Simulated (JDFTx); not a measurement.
# Hf (Fm-3m) in JDFTx: equation of state

How stiff is Hf in PBE, and what volume does it want? The cell is scaled to several volumes.

Everything below comes from runs of JDFTx 1.7.0 (patched build). Logs are shortened: lines on timing, memory, paths and dates and some standing lists are left out, and cuts for length are marked. The log counts tension as positive stress, the text compression.

### 1 The structure

Symmetry: Fm-3m, No. 225, cubic system. Conventional cell: a = 4.440 Å, b = 4.440 Å, c = 4.440 Å, α = 90.00°, β = 90.00°, γ = 90.00°. Hf (site symmetry m-3m) is surrounded by 12 Hf at 3.14 Å.

This isn't the form of Hf at room conditions, which is hcp.

### 2 Equation of state, PBE, 20.57 Å³/atom (volume scaled by 0.94)

Hf.in reads:

```
lattice \
    0.0000000000     4.1095518032     4.1095518032 \
    4.1095518032     0.0000000000     4.1095518032 \
    4.1095518032     4.1095518032     0.0000000000
coords-type Lattice
ion Hf     0.0000000000     0.0000000000     0.0000000000 1

ion-species pseudo/Hf.upf
elec-cutoff 29
elec-ex-corr gga-PBE
kpoint-folding 10 10 10
elec-smearing Fermi 0.0018374661
elec-n-bands 11
electronic-SCF nIterations 100 energyDiffThreshold 1e-08
electronic-minimize nIterations 30 energyDiffThreshold 1e-7
forces-output-coords Cartesian

dump-name run.$VAR
dump End Ecomponents EigStats BandEigs Kpoints Forces Stress ElecDensity Dtot KEdensity
```

Potentials or basis: PseudoDojo-SR-PBE-0.5-standard.

Launch:

```bash
jdftx -c 1 -i Hf.in -o Hf.out
```

Log:

```text
*************** JDFTx 1.7.0 (patched build) ***************

[... 9 lines left out ...]
---------- Initializing the Grid ----------
R =
[            0      4.10955      4.10955  ]
[      4.10955            0      4.10955  ]
[      4.10955      4.10955            0  ]
unit cell volume = 138.808
G =
[  -0.764461   0.764461   0.764461  ]
[   0.764461  -0.764461   0.764461  ]
[   0.764461   0.764461  -0.764461  ]
Minimum fftbox size, Smin = [  32  32  32  ]
Chosen fftbox size, S = [  32  32  32  ]

---------- Exchange Correlation functional ----------
Initalized PBE GGA exchange.
Initalized PBE GGA correlation.

---------- Setting up pseudopotentials ----------
Width of ionic core gaussian charges (only for fluid interactions / plotting) set to 0

Reading pseudopotential file 'pseudo/Hf.upf':
  'Hf' pseudopotential, 'PBE' functional
  Generated using ONCVPSP code by D. R. Hamann
  12 valence electrons, 4 orbitals, 8 projectors, 1001 radial grid points, with lMax = 3
    5S    l: 0   occupation:  2.0   eigenvalue: -2.462799
    5P    l: 1   occupation:  6.0   eigenvalue: -1.307320
    5D    l: 2   occupation:  2.0   eigenvalue: -0.098817
    6S    l: 0   occupation:  2.0   eigenvalue: -0.187732
  Core radius for overlap checks: 2.38 bohrs.

Initialized 1 species with 1 total atoms.

Folded 1 k-points by 10x10x10 to 1000 k-points.

---------- Setting up k-points, bands, fillings ----------
Reduced to 47 k-points under symmetry.
Computing the number of bands and number of electrons
Calculating initial fillings.
nElectrons:  12.000000   nBands: 11   nStates: 47

----- Setting up reduced wavefunction bases (one per k-point) -----
average nbasis = 1035.691 , ideal nbasis = 1035.391

---------- Setting up ewald sum ----------
Optimum gaussian width for ewald sums = 2.095061 bohr.
Real space sum over 2197 unit cells with max indices [  6  6  6  ]
Reciprocal space sum over 2197 terms with max indices [  6  6  6  ]

---------- Allocating electronic variables ----------
Initializing wave functions:  linear combination of atomic orbitals
Note: number of bands (11) exceeds available atomic orbitals (10)
Hf pseudo-atom occupations:   s ( 2 2 )  p ( 6 )  d ( 2 )
	FillingsUpdate:  mu: +0.602381360  nElectrons: 12.000000
LCAOMinimize: Iter:   0  F: -50.0596928681430953  |grad|_K:  7.457e-05  alpha:  1.000e+00
	FillingsUpdate:  mu: +0.602615433  nElectrons: 12.000000
LCAOMinimize: Iter:   1  F: -50.0597067110828604  |grad|_K:  2.919e-06  alpha:  8.756e-01  linmin: -2.217e-04  cgtest:  5.388e-03
	FillingsUpdate:  mu: +0.602611708  nElectrons: 12.000000
LCAOMinimize: Iter:   2  F: -50.0597067349740641  |grad|_K:  4.857e-08  alpha:  9.860e-01  linmin:  2.558e-03  cgtest: -3.280e-02
	FillingsUpdate:  mu: +0.602611760  nElectrons: 12.000000
LCAOMinimize: Iter:   3  F: -50.0597067349763947  |grad|_K:  1.606e-08  alpha:  6.481e-01  linmin: -1.033e-01  cgtest:  9.961e-01
LCAOMinimize: Encountered beta<0, resetting CG.
LCAOMinimize: Converged (|Delta F|<1.000000e-06 for 2 iters).

-------- Electronic minimization -----------
Will mix electronic density at each iteration.
	FillingsUpdate:  mu: +0.602611760  nElectrons: 12.000000
	FillingsUpdate:  mu: +0.589550749  nElectrons: 12.000000
SCF: Cycle:  0   F: -50.080053595532199   dF: -2.035e-02   |Residual|: 3.341e-02   |deigs|: 5.444e-02
	FillingsUpdate:  mu: +0.586808144  nElectrons: 12.000000
SCF: Cycle:  1   F: -50.080718545274962   dF: -6.649e-04   |Residual|: 1.750e-02   |deigs|: 8.176e-03
	FillingsUpdate:  mu: +0.584262472  nElectrons: 12.000000
SCF: Cycle:  2   F: -50.080895451138502   dF: -1.769e-04   |Residual|: 3.614e-03   |deigs|: 6.936e-03
	FillingsUpdate:  mu: +0.584727538  nElectrons: 12.000000
SCF: Cycle:  3   F: -50.080896227795805   dF: -7.767e-07   |Residual|: 1.810e-03   |deigs|: 1.582e-03
	FillingsUpdate:  mu: +0.584487733  nElectrons: 12.000000
SCF: Cycle:  4   F: -50.080898909530006   dF: -2.682e-06   |Residual|: 2.701e-04   |deigs|: 6.989e-04
	FillingsUpdate:  mu: +0.584430648  nElectrons: 12.000000
SCF: Cycle:  5   F: -50.080898893503907   dF: +1.603e-08   |Residual|: 3.600e-04   |deigs|: 2.092e-04
	FillingsUpdate:  mu: +0.584465390  nElectrons: 12.000000
SCF: Cycle:  6   F: -50.080898981786710   dF: -8.828e-08   |Residual|: 1.393e-05   |deigs|: 1.387e-04
	FillingsUpdate:  mu: +0.584465729  nElectrons: 12.000000
SCF: Cycle:  7   F: -50.080898982255405   dF: -4.687e-10   |Residual|: 1.127e-05   |deigs|: 2.896e-05
	FillingsUpdate:  mu: +0.584463244  nElectrons: 12.000000
SCF: Cycle:  8   F: -50.080898982059452   dF: +1.960e-10   |Residual|: 2.536e-05   |deigs|: 1.489e-05
	FillingsUpdate:  mu: +0.584447568  nElectrons: 12.000000
SCF: Cycle:  9   F: -50.080898963237246   dF: +1.882e-08   |Residual|: 1.583e-04   |deigs|: 6.169e-05
	FillingsUpdate:  mu: +0.584461646  nElectrons: 12.000000
SCF: Cycle: 10   F: -50.080898980774982   dF: -1.754e-08   |Residual|: 4.120e-05   |deigs|: 4.907e-05
	FillingsUpdate:  mu: +0.584461970  nElectrons: 12.000000
SCF: Cycle: 11   F: -50.080898981255253   dF: -4.803e-10   |Residual|: 3.624e-05   |deigs|: 8.091e-06
	FillingsUpdate:  mu: +0.584459325  nElectrons: 12.000000
SCF: Cycle: 12   F: -50.080898979969447   dF: +1.286e-09   |Residual|: 5.872e-05   |deigs|: 1.037e-05
	FillingsUpdate:  mu: +0.584462876  nElectrons: 12.000000
SCF: Cycle: 13   F: -50.080898981834771   dF: -1.865e-09   |Residual|: 2.730e-05   |deigs|: 1.381e-05
	FillingsUpdate:  mu: +0.584464047  nElectrons: 12.000000
SCF: Cycle: 14   F: -50.080898982238566   dF: -4.038e-10   |Residual|: 1.563e-05   |deigs|: 7.201e-06
SCF: Converged (|Delta E|<1.000000e-08 for 2 iters).

Setting wave functions to eigenvectors of Hamiltonian

# Stress tensor in Cartesian coordinates [Eh/a0^3]:
[  -0.00038012            0            0  ]
[            0  -0.00038012            0  ]
[            0            0  -0.00038012  ]

# Ionic positions in lattice coordinates:
ion Hf   0.000000000000000   0.000000000000000   0.000000000000000 1

# Forces in Cartesian coordinates:
force Hf   0.000000000000000   0.000000000000000   0.000000000000000 1

# Energy components:
   Eewald =      -40.1637557019171894
       EH =        6.6603158618431815
     Eloc =      -25.9379403178728509
      Enl =        2.7307548539316020
      Exc =      -14.2954398193573002
 Exc_core =        6.3282712027835712
       KE =       14.5972634474687446
-------------------------------------
     Etot =      -50.0805304731202483
       TS =        0.0003685091183154
-------------------------------------
        F =      -50.0808989822385655

IonicMinimize: Iter:   0  F: -50.080898982238566  |grad|_K:  0.000e+00
IonicMinimize: Converged (|grad|_K<1.000000e-04).

#--- Lowdin population analysis ---
# oxidation-state Hf +0.056

Dumping 'run.eigStats' ...
	eMin: -1.676206 at state 0 ( [ +0.000000 +0.000000 +0.000000 ] spin 0 )
	HOMO: +0.584011 at state 3 ( [ +0.000000 +0.000000 +0.300000 ] spin 0 )
	mu  : +0.584464
	LUMO: +0.587831 at state 20 ( [ +0.000000 +0.200000 -0.300000 ] spin 0 )
	eMax: +1.155803 at state 22 ( [ +0.000000 +0.300000 +0.300000 ] spin 0 )
	HOMO-LUMO gap: +0.003820
	Optical gap  : +0.017480 at state 20 ( [ +0.000000 +0.200000 -0.300000 ] spin 0 )
Done!
```

Wall time 20 s (1 thread of Intel Xeon 6975P-C (Granite Rapids), shared host); peak memory 0.07 GiB.

Results:

- Free energy: -1362.7707 eV
- Pressure: 11.2 GPa
- Band gap on the k mesh: none (metal or under the smearing width)

### 3 Equation of state, PBE, 21.01 Å³/atom (volume scaled by 0.96)

Hf.in: that of step 2 with these lines changed.

```diff
@@ -1,5 +1,5 @@
 lattice \
-    0.0000000000     4.1095518032     4.1095518032 \
-    4.1095518032     0.0000000000     4.1095518032 \
-    4.1095518032     4.1095518032     0.0000000000
+    0.0000000000     4.1384932625     4.1384932625 \
+    4.1384932625     0.0000000000     4.1384932625 \
+    4.1384932625     4.1384932625     0.0000000000
 coords-type Lattice
```

Potentials or basis: PseudoDojo-SR-PBE-0.5-standard.

Launch:

```bash
jdftx -c 1 -i Hf.in -o Hf.out
```

Log:

```text
*************** JDFTx 1.7.0 (patched build) ***************

[... 9 lines left out ...]
---------- Initializing the Grid ----------
R =
[            0      4.13849      4.13849  ]
[      4.13849            0      4.13849  ]
[      4.13849      4.13849            0  ]
unit cell volume = 141.761
G =
[  -0.759115   0.759115   0.759115  ]
[   0.759115  -0.759115   0.759115  ]
[   0.759115   0.759115  -0.759115  ]
Minimum fftbox size, Smin = [  32  32  32  ]
Chosen fftbox size, S = [  32  32  32  ]

---------- Exchange Correlation functional ----------
Initalized PBE GGA exchange.
Initalized PBE GGA correlation.

---------- Setting up pseudopotentials ----------
Width of ionic core gaussian charges (only for fluid interactions / plotting) set to 0

Reading pseudopotential file 'pseudo/Hf.upf':
  'Hf' pseudopotential, 'PBE' functional
  Generated using ONCVPSP code by D. R. Hamann
  12 valence electrons, 4 orbitals, 8 projectors, 1001 radial grid points, with lMax = 3
    5S    l: 0   occupation:  2.0   eigenvalue: -2.462799
    5P    l: 1   occupation:  6.0   eigenvalue: -1.307320
    5D    l: 2   occupation:  2.0   eigenvalue: -0.098817
    6S    l: 0   occupation:  2.0   eigenvalue: -0.187732
  Core radius for overlap checks: 2.38 bohrs.

Initialized 1 species with 1 total atoms.

Folded 1 k-points by 10x10x10 to 1000 k-points.

---------- Setting up k-points, bands, fillings ----------
Reduced to 47 k-points under symmetry.
Computing the number of bands and number of electrons
Calculating initial fillings.
nElectrons:  12.000000   nBands: 11   nStates: 47

----- Setting up reduced wavefunction bases (one per k-point) -----
average nbasis = 1057.369 , ideal nbasis = 1057.421

---------- Setting up ewald sum ----------
Optimum gaussian width for ewald sums = 2.109816 bohr.
Real space sum over 2197 unit cells with max indices [  6  6  6  ]
Reciprocal space sum over 2197 terms with max indices [  6  6  6  ]

---------- Allocating electronic variables ----------
Initializing wave functions:  linear combination of atomic orbitals
Note: number of bands (11) exceeds available atomic orbitals (10)
Hf pseudo-atom occupations:   s ( 2 2 )  p ( 6 )  d ( 2 )
	FillingsUpdate:  mu: +0.591636980  nElectrons: 12.000000
LCAOMinimize: Iter:   0  F: -50.0593983927158206  |grad|_K:  5.801e-05  alpha:  1.000e+00
	FillingsUpdate:  mu: +0.591815525  nElectrons: 12.000000
LCAOMinimize: Iter:   1  F: -50.0594069237436585  |grad|_K:  2.380e-06  alpha:  8.917e-01  linmin: -1.151e-03  cgtest:  1.711e-02
	FillingsUpdate:  mu: +0.591811812  nElectrons: 12.000000
LCAOMinimize: Iter:   2  F: -50.0594069395566876  |grad|_K:  5.429e-08  alpha:  9.817e-01  linmin: -1.397e-03  cgtest: -6.431e-03
	FillingsUpdate:  mu: +0.591811985  nElectrons: 12.000000
LCAOMinimize: Iter:   3  F: -50.0594069395673316  |grad|_K:  7.578e-09  alpha:  1.046e+00  linmin:  9.943e-02  cgtest: -9.188e-01
LCAOMinimize: Converged (|Delta F|<1.000000e-06 for 2 iters).

-------- Electronic minimization -----------
Will mix electronic density at each iteration.
	FillingsUpdate:  mu: +0.591811985  nElectrons: 12.000000
	FillingsUpdate:  mu: +0.576373254  nElectrons: 12.000000
SCF: Cycle:  0   F: -50.080878514778313   dF: -2.147e-02   |Residual|: 3.624e-02   |deigs|: 5.937e-02
	FillingsUpdate:  mu: +0.573407399  nElectrons: 12.000000
SCF: Cycle:  1   F: -50.081657833334113   dF: -7.793e-04   |Residual|: 1.908e-02   |deigs|: 8.760e-03
	FillingsUpdate:  mu: +0.570616302  nElectrons: 12.000000
SCF: Cycle:  2   F: -50.081870100027089   dF: -2.123e-04   |Residual|: 3.871e-03   |deigs|: 7.639e-03
	FillingsUpdate:  mu: +0.571138021  nElectrons: 12.000000
SCF: Cycle:  3   F: -50.081871153781321   dF: -1.054e-06   |Residual|: 1.981e-03   |deigs|: 1.782e-03
	FillingsUpdate:  mu: +0.570869339  nElectrons: 12.000000
SCF: Cycle:  4   F: -50.081874487962452   dF: -3.334e-06   |Residual|: 2.748e-04   |deigs|: 7.863e-04
	FillingsUpdate:  mu: +0.570810680  nElectrons: 12.000000
SCF: Cycle:  5   F: -50.081874441287233   dF: +4.668e-08   |Residual|: 4.470e-04   |deigs|: 2.271e-04
	FillingsUpdate:  mu: +0.570847931  nElectrons: 12.000000
SCF: Cycle:  6   F: -50.081874561753224   dF: -1.205e-07   |Residual|: 1.822e-05   |deigs|: 1.460e-04
	FillingsUpdate:  mu: +0.570847708  nElectrons: 12.000000
SCF: Cycle:  7   F: -50.081874563011958   dF: -1.259e-09   |Residual|: 1.957e-05   |deigs|: 9.189e-06
	FillingsUpdate:  mu: +0.570849625  nElectrons: 12.000000
SCF: Cycle:  8   F: -50.081874563355385   dF: -3.434e-10   |Residual|: 1.824e-05   |deigs|: 9.236e-06
SCF: Converged (|Delta E|<1.000000e-08 for 2 iters).

Setting wave functions to eigenvectors of Hamiltonian

# Stress tensor in Cartesian coordinates [Eh/a0^3]:
[ -0.000280666            0            0  ]
[            0 -0.000280666            0  ]
[            0            0 -0.000280666  ]

# Ionic positions in lattice coordinates:
ion Hf   0.000000000000000   0.000000000000000   0.000000000000000 1

# Forces in Cartesian coordinates:
force Hf   0.000000000000000   0.000000000000000  -0.000000000000000 1

# Energy components:
   Eewald =      -39.8828810871108743
       EH =        6.7648152086387521
     Eloc =      -26.3032492734108452
      Enl =        2.7297797573220510
      Exc =      -14.2846893216269688
 Exc_core =        6.3282711369713764
       KE =       14.5664513667200559
-------------------------------------
     Etot =      -50.0815022124964457
       TS =        0.0003723508589409
-------------------------------------
        F =      -50.0818745633553846

IonicMinimize: Iter:   0  F: -50.081874563355385  |grad|_K:  0.000e+00
IonicMinimize: Converged (|grad|_K<1.000000e-04).

#--- Lowdin population analysis ---
# oxidation-state Hf +0.059

Dumping 'run.eigStats' ...
	eMin: -1.691784 at state 0 ( [ +0.000000 +0.000000 +0.000000 ] spin 0 )
	HOMO: +0.570525 at state 13 ( [ +0.000000 +0.100000 -0.200000 ] spin 0 )
	mu  : +0.570850
	LUMO: +0.574459 at state 36 ( [ +0.100000 +0.300000 +0.500000 ] spin 0 )
	eMax: +1.131502 at state 22 ( [ +0.000000 +0.300000 +0.300000 ] spin 0 )
	HOMO-LUMO gap: +0.003934
	Optical gap  : +0.018194 at state 20 ( [ +0.000000 +0.200000 -0.300000 ] spin 0 )
Done!
```

Run time: 16 s. Hardware: 1 thread of Intel Xeon 6975P-C (Granite Rapids), shared host; peak memory 0.07 GiB.

Results:

| Quantity | Value |
| --- | --- |
| Free energy | -1362.7972 eV |
| Pressure | 8.3 GPa |
| Band gap on the k mesh | none (metal or under the smearing width) |

### 4 Equation of state, PBE, 21.44 Å³/atom (volume scaled by 0.98)

Hf.in: that of step 3 with these lines changed.

```diff
@@ -1,5 +1,5 @@
 lattice \
-    0.0000000000     4.1384932625     4.1384932625 \
-    4.1384932625     0.0000000000     4.1384932625 \
-    4.1384932625     4.1384932625     0.0000000000
+    0.0000000000     4.1670354973     4.1670354973 \
+    4.1670354973     0.0000000000     4.1670354973 \
+    4.1670354973     4.1670354973     0.0000000000
 coords-type Lattice
```

Launch:

```bash
jdftx -c 1 -i Hf.in -o Hf.out
```

Run time: 13 s. Hardware: 1 thread of Intel Xeon 6975P-C (Granite Rapids), shared host; peak memory 0.07 GiB.

It converged, with:

```
Free energy            : -1362.8161 eV
Pressure               : 5.6 GPa
Band gap on the k mesh : none (metal or under the smearing width)
```

### 5 Equation of state, PBE, 21.88 Å³/atom

Hf.in: that of step 4 with these lines changed.

```diff
@@ -1,5 +1,5 @@
 lattice \
-    0.0000000000     4.1670354973     4.1670354973 \
-    4.1670354973     0.0000000000     4.1670354973 \
-    4.1670354973     4.1670354973     0.0000000000
+    0.0000000000     4.1951919967     4.1951919967 \
+    4.1951919967     0.0000000000     4.1951919967 \
+    4.1951919967     4.1951919967     0.0000000000
 coords-type Lattice
```

Launch:

```bash
jdftx -c 1 -i Hf.in -o Hf.out
```

It took 13 s on 1 thread of Intel Xeon 6975P-C (Granite Rapids), shared host; peak memory 0.07 GiB.

Results (log left out):

```
Free energy            : -1362.8280 eV
Pressure               : 3.2 GPa
Band gap on the k mesh : none (metal or under the smearing width)
```

### 6 Equation of state, PBE, 22.32 Å³/atom (volume scaled by 1.02)

Hf.in: that of step 5 with these lines changed.

```diff
@@ -1,5 +1,5 @@
 lattice \
-    0.0000000000     4.1951919967     4.1951919967 \
-    4.1951919967     0.0000000000     4.1951919967 \
-    4.1951919967     4.1951919967     0.0000000000
+    0.0000000000     4.2229755348     4.2229755348 \
+    4.2229755348     0.0000000000     4.2229755348 \
+    4.2229755348     4.2229755348     0.0000000000
 coords-type Lattice
```

Potentials or basis: PseudoDojo-SR-PBE-0.5-standard.

Launch:

```bash
jdftx -c 1 -i Hf.in -o Hf.out
```

It took 16 s on 1 thread of Intel Xeon 6975P-C (Granite Rapids), shared host; peak memory 0.07 GiB.

It converged, with:

| Quantity | Value |
| --- | --- |
| Free energy | -1362.8337 eV |
| Pressure | 1.0 GPa |
| Band gap on the k mesh | none (metal or under the smearing width) |

### 7 Equation of state, PBE, 22.76 Å³/atom (volume scaled by 1.04)

Hf.in: that of step 6 with these lines changed.

```diff
@@ -1,5 +1,5 @@
 lattice \
-    0.0000000000     4.2229755348     4.2229755348 \
-    4.2229755348     0.0000000000     4.2229755348 \
-    4.2229755348     4.2229755348     0.0000000000
+    0.0000000000     4.2503982223     4.2503982223 \
+    4.2503982223     0.0000000000     4.2503982223 \
+    4.2503982223     4.2503982223     0.0000000000
 coords-type Lattice
```

Launch:

```bash
jdftx -c 1 -i Hf.in -o Hf.out
```

It took 11 s on 1 thread of Intel Xeon 6975P-C (Granite Rapids), shared host; peak memory 0.07 GiB.

Results (log left out):

- Free energy: -1362.8336 eV
- Pressure: -1.0 GPa
- Band gap on the k mesh: none (metal or under the smearing width)

### 8 Equation of state, PBE, 23.20 Å³/atom (volume scaled by 1.06)

Hf.in: that of step 7 with these lines changed.

```diff
@@ -1,5 +1,5 @@
 lattice \
-    0.0000000000     4.2503982223     4.2503982223 \
-    4.2503982223     0.0000000000     4.2503982223 \
-    4.2503982223     4.2503982223     0.0000000000
+    0.0000000000     4.2774715524     4.2774715524 \
+    4.2774715524     0.0000000000     4.2774715524 \
+    4.2774715524     4.2774715524     0.0000000000
 coords-type Lattice
```

Launch:

```bash
jdftx -c 1 -i Hf.in -o Hf.out
```

Run time: 11 s. Hardware: 1 thread of Intel Xeon 6975P-C (Granite Rapids), shared host; peak memory 0.08 GiB.

Results (log left out):

* Free energy: -1362.8283 eV
* Pressure: -2.9 GPa
* Band gap on the k mesh: none (metal or under the smearing width)

### 9 Equation of state, PBE

Potentials or basis: PseudoDojo-SR-PBE-0.5-standard.

This step only gathers the single runs of the series.

What came out:

| Quantity | Value |
| --- | --- |
| Equilibrium volume | 22.53 Å³/atom |
| Bulk modulus | 103 GPa |
| Pressure derivative of the bulk modulus | 4.0 |

Energy against volume, from the lowest point:
```
volume (Å³/atom)  energy (meV/atom)
          20.569              62.98
          21.007              36.43
          21.444              17.55
          21.882               5.62
          22.320               0.00
          22.757               0.10
          23.195               5.39
```

The run has no spin-orbit coupling, so splittings on Hf are missing. Zero-point motion and thermal expansion aren't in these numbers.
